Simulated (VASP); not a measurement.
# Se (P3_121) in VASP: notebook, part 2 of 2

VASP 6.6.1. Earlier steps stand in the parts before.

### 6 Single point, HSE06

Contents of POSCAR:

```
Se
1.0
    4.3662000000      0.0000000000      0.0000000000
   -2.1831000000      3.7812401180      0.0000000000
    0.0000000000      0.0000000000      4.9536000000
Se
3
Direct
    0.7746000000      0.7746000000      0.0000000000
    0.0000000000      0.2254000000      0.6666666667
    0.2254000000      0.0000000000      0.3333333333
```

Contents of INCAR.step1:

```
ALGO = Normal
EDIFF = 1E-5
ENCUT = 400
GGA = PE
ISIF = 2
ISMEAR = 0
LASPH = True
LCHARG = False
LREAL = False
LWAVE = True
NBANDS = 17
NELM = 100
NKRED = 2
PREC = Accurate
SIGMA = 0.01
```

Contents of INCAR.step2:

```
ALGO = Normal
EDIFF = 1E-6
ENCUT = 400
GGA = PE
HFSCREEN = 0.2
ISIF = 2
ISMEAR = 0
ISTART = 1
LASPH = True
LCHARG = False
LHFCALC = True
LREAL = False
LWAVE = False
NBANDS = 17
NELM = 100
NKRED = 2
PREC = Accurate
PRECFOCK = Fast
SIGMA = 0.01
```

Contents of KPOINTS:

```
k-points
0
Gamma
  4 4 4
```

Potentials or basis: VASP PAW PBE potentials, release 64 (Se).

On the command line:

```
$ cat potpaw_PBE.64/Se/POTCAR > POTCAR
$ cp INCAR.step1 INCAR
$ mpirun -np 1 vasp_std > vasp.out
$ cp INCAR.step2 INCAR
$ mpirun -np 1 vasp_std > vasp.out
```

OUTCAR:

```text
EDIFF = 1E-6
   ENCUT = 400
   GGA = PE
   HFSCREEN = 0.2
   ISIF = 2
   ISMEAR = 0
   ISTART = 1
   LASPH = True
   LHFCALC = True
   LREAL = False
   NELM = 100
   NKRED = 2
   PREC = Accurate
   PRECFOCK = Fast

 Found     13 irreducible k-points:

 Following reciprocal coordinates:
            Coordinates               Weight
  0.000000  0.000000  0.000000      1.000000
  0.250000  0.000000  0.000000      6.000000
  0.500000  0.000000  0.000000      3.000000
  0.250000  0.250000  0.000000      6.000000
  0.000000  0.000000  0.250000      2.000000
  0.250000  0.000000  0.250000      6.000000
   k-points           NKPTS =     13   k-points in BZ     NKDIM =     64   number of bands    NBANDS=     17
   number of dos      NEDOS =    301   number of ions     NIONS =      3
   total plane-waves  NPLWV =  25088
   dimension x,y,z NGX =    28 NGY =   28 NGZ =   32
   dimension x,y,z NGXF=    56 NGYF=   56 NGZF=   64
   ions per type =               3
   NGX,Y,Z   is equivalent  to a cutoff of  10.66, 10.66, 10.74 a.u.
   NGXF,Y,Z  is equivalent  to a cutoff of  21.32, 21.32, 21.48 a.u.
 SYSTEM =  unknown system
   PREC   = accura    normal or accurate (medium, high low for compatibility)
   ISTART =      1    job   : 0-new  1-cont  2-samecut
   ICHARG =      0    charge: 1-file 2-atom 10-const
   ISPIN  =      1    spin polarized calculation?
   LNONCOLLINEAR =      F non collinear calculations
   LSORBIT =      F    spin-orbit coupling
   LASPH  =      T    aspherical Exc in radial PAW
   ENCUT  =  400.0 eV  29.40 Ry    5.42 a.u.   7.12  7.12  8.08*2*pi/ulx,y,z
   NELM   =    100;   NELMIN=  2; NELMDL=  0     # of ELM steps
   EDIFF  = 0.1E-05   stopping-criterion for ELM
   LREAL  =      F    real-space projection
   EDIFFG = 0.1E-04   stopping-criterion for IOM
   NSW    =      0    number of steps for IOM
   IBRION =     -1    ionic relax: 0-MD 1-quasi-New 2-CG
   NFREE  =      0    steps in history (QN), initial steepest desc. (CG)
   ISIF   =      2    stress and relaxation
   ISYM   =      3    0-nonsym 1-usesym 2-fastsym
   POTIM  = 0.5000    time-step for ionic-motion
   TEBEG  =    0.0;   TEEND  =   0.0 temperature during run
[... 18 lines left out ...]
   ENCUT4O =  -1.0   cutoff for four orbital integrals eV
   NKREDX  =     2    reduce k-point grid by
   NKREDY  =     2    reduce k-point grid by
   NKREDZ  =     2    reduce k-point grid by
   AEXX    =    0.2500 exact exchange contribution
   HFSCREEN=    0.2000 screening length (either q_TF or 0.3 A-1)
   HFSCREENC=   0.2000 screening length for correlation (either q_TF or 0.3 A-1)
   ENCUTFOCK=  -1.0 apply spherical cutoff to Coloumb kernel
   IVDW    =     0    specifies the selected vdW correction
   LEPSILON=     F    determine dielectric tensor
   LRPA    =     F    only Hartree local field effects (RPA)
 non-spin polarized calculation
 Gauss-broadening in eV      SIGMA  =   0.01
  energy-cutoff  :      400.00
  volume of cell :       81.78
 maximum number of plane-waves:      1495
  NGX = 16; NGY = 16; NGZ = 18

 number of electron      18.0000000 magnetization

 Free energy of the ion-electron system (eV)
  ---------------------------------------------------
  ext. energy  EPLUGINS =         0.00000000
  ---------------------------------------------------
  free energy    TOTEN  =       -13.39449754 eV

  energy without entropy =      -13.39449754  energy(sigma->0) =      -13.39449754

 E-fermi :   2.1914     XC(G=0):  -7.3691

 val. band max:        2.1327725564   @ k =   0.5000   0.0000   0.5000
 cond. band min:       4.1730193442   @ k =   0.0000   0.0000   0.5000
 fundamental gap:      2.0402467878
 Fermi energy:         2.1913630933

 k-point     1 :       0.0000    0.0000    0.0000
  band No.  band energies     occupation
      1     -15.1884      2.00000
      2     -10.6086      2.00000
      3     -10.6086      2.00000
      4      -1.9293      2.00000
      5      -1.9293      2.00000
      6      -1.8879      2.00000
[... 97 lines left out ...]
      4      -3.1084      2.00000
      5      -2.6459      2.00000
      6      -1.5126      2.00000
[... 9 lines left out ...]
     16      11.2331      0.00000
     17      12.3334      0.00000

 [... further k-points ...]

------------------------ aborting loop because EDIFF is reached ----------------------------------------

  FORCE on cell =-STRESS in cart. coord.  units (eV):
  Direction    XX          YY          ZZ          XY          YZ          ZX
  --------------------------------------------------------------------------------------
  -------------------------------------------------------------------------------------
  Total        0.1118994      0.1118994     -0.0412573      0.0000000      0.0000000     -0.0000000
  in kB        2.1921973      2.1921973     -0.8082621      0.0000000      0.0000000     -0.0000000
  external PRESSURE =       1.1920441 kB  Pullay stress =       0.0000000 kB

 VOLUME and BASIS-vectors are now :
 -----------------------------------------------------------------------------
  energy-cutoff  :      400.00
  volume of cell :       81.78
      direct lattice vectors                 reciprocal lattice vectors
     4.366200000  0.000000000  0.000000000     0.229032110  0.132231751  0.000000000
    -2.183100000  3.781240118  0.000000000     0.000000000  0.264463501  0.000000000
     0.000000000  0.000000000  4.953600000     0.000000000  0.000000000  0.201873385

 POSITION                                       TOTAL-FORCE (eV/Angst)
 -----------------------------------------------------------------------------------
      1.69103      2.92895      0.00000         0.080919      0.140156     -0.000000
     -0.49207      0.85229      3.30240         0.080919     -0.140156      0.000000
      0.98414      0.00000      1.65120        -0.161838     -0.000000      0.000000
 -----------------------------------------------------------------------------------
    total drift:                               -0.000003      0.000000     -0.000000

  FREE ENERGIE OF THE ION-ELECTRON SYSTEM (eV)
  ---------------------------------------------------
  free  energy   TOTEN  =       -13.3944975423 eV

  energy  without entropy=      -13.3944975423  energy(sigma->0) =      -13.39449754
```

OSZICAR.step1:

```text
N       E                     dE             d eps       ncg     rms          rms(c)
DAV:   1     0.656645771641E+02    0.65665E+02   -0.59567E+03   442   0.705E+02
DAV:   2    -0.664526572666E+01   -0.72310E+02   -0.68944E+02   580   0.136E+02
DAV:   3    -0.105221876732E+02   -0.38769E+01   -0.38615E+01   519   0.350E+01
DAV:   4    -0.105476331249E+02   -0.25445E-01   -0.25440E-01   592   0.335E+00
DAV:   5    -0.105478039535E+02   -0.17083E-03   -0.17082E-03   553   0.263E-01    0.704E+00
DAV:   6    -0.104898277673E+02    0.57976E-01   -0.33503E-02   531   0.110E+00    0.435E+00
DAV:   7    -0.104699857942E+02    0.19842E-01   -0.70340E-02   485   0.155E+00    0.200E-01
DAV:   8    -0.104693616270E+02    0.62417E-03   -0.81622E-03   488   0.528E-01    0.998E-02
DAV:   9    -0.104694664392E+02   -0.10481E-03   -0.27658E-04   626   0.100E-01    0.346E-02
DAV:  10    -0.104695134725E+02   -0.47033E-04   -0.48430E-05   519   0.442E-02    0.635E-03
DAV:  11    -0.104695165737E+02   -0.31012E-05   -0.63895E-06   439   0.152E-02
   1 F= -.10469517E+02 E0= -.10469517E+02  d E =-.849956E-16
```

Wall time 86 s (1 thread of AMD EPYC 7R43 (Zen 3), shared host); peak memory 0.23 GiB.

These settings aren't checked as converged: the numbers below hold their error.

Results:

* Free energy: -13.3945 eV
* Pressure: 0.1 GPa
* Largest force: 0.162 eV/Å
* Band gap on the k mesh: 2.04 eV, indirect (least direct gap 2.53 eV)

Caveat: the PAW data sets were made with another functional, which shifts forces and pressure a little.

### 7 The reference run

An earlier run on the cell as given: functional PBEsol; potentials or basis VASP PAW PBE potentials, release 64 (Se); cutoff 520 eV; k mesh 7 × 7 × 6; occupations fermi-dirac, width 0.05 eV; no spin polarisation.

- Pressure: 0.4 GPa
- Largest force: 0.333 eV/Å
- Band gap on the k mesh: 1.14 eV, indirect (least direct gap 1.43 eV)
